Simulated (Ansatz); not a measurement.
# GaSb under changes of volume

One of the cells (28.625 Å³/atom); the others are scaled copies at fixed shape and fractional positions:

```xyz
2
Lattice="0.0000 3.0590 3.0590 3.0590 0.0000 3.0590 3.0590 3.0590 0.0000" Properties=species:S:1:pos:R:3 pbc="T T T"
Sb    4.5885    4.5885    4.5885
Ga    0.0000    0.0000    0.0000
```

| Quantity | Value |
| --- | --- |
| Program | Ansatz 0.2.0 |
| Functional | r2SCAN0 |
| Potentials or basis | Ansatz PAW |
| Cutoff | 500 eV (not typed: the program's choice for these potentials) |
| k mesh | 4 × 4 × 4 |
| Occupations | fermi-dirac, width 0.05 eV |
| Spin | no spin polarisation |

```csv
volume (Å³/atom),energy over the lowest point (meV/atom),pressure (GPa),gap on the mesh (eV)
26.907,?,?,?
27.480,5.59,2.1,1.97
28.052,0.48,0.8,1.91
28.625,0.00,-0.5,1.73
29.197,3.69,-1.6,1.56
29.770,10.98,-2.5,1.39
30.342,21.63,-3.4,1.23
```

What does the run at 26.907 Å³/atom give?

Energy over the lowest point 15.81 meV/atom; pressure 3.6 GPa; gap on the mesh 2.04 eV.

Worked out: A Birch-Murnaghan fit of order 3 (a polynomial in V^(-2/3)) to the other rows has its minimum at 28.40 Å³/atom with B0 = V·E''(V) = 60 GPa and B' = 4.7. It gives 15.90 meV/atom at 26.907 Å³/atom, against the run's 15.81, and -dE/dV = 3.7 GPa, against 3.6. A parabola through the other rows of the gap, of slope -4.24 eV per unit of ln V there, extrapolates to 2.09 eV, against the run's 2.04.

Energies are extrapolated to zero smearing.

Caveats: all runs use coarse meshes; spin-orbit coupling is left out, which moves the levels of the heavy elements; the PAW data sets come from PBE, with cores solved anew for the run's functional, which leaves a small shift of forces and pressure; the thresholds are loose for stress.

A mesh can miss the band edges.
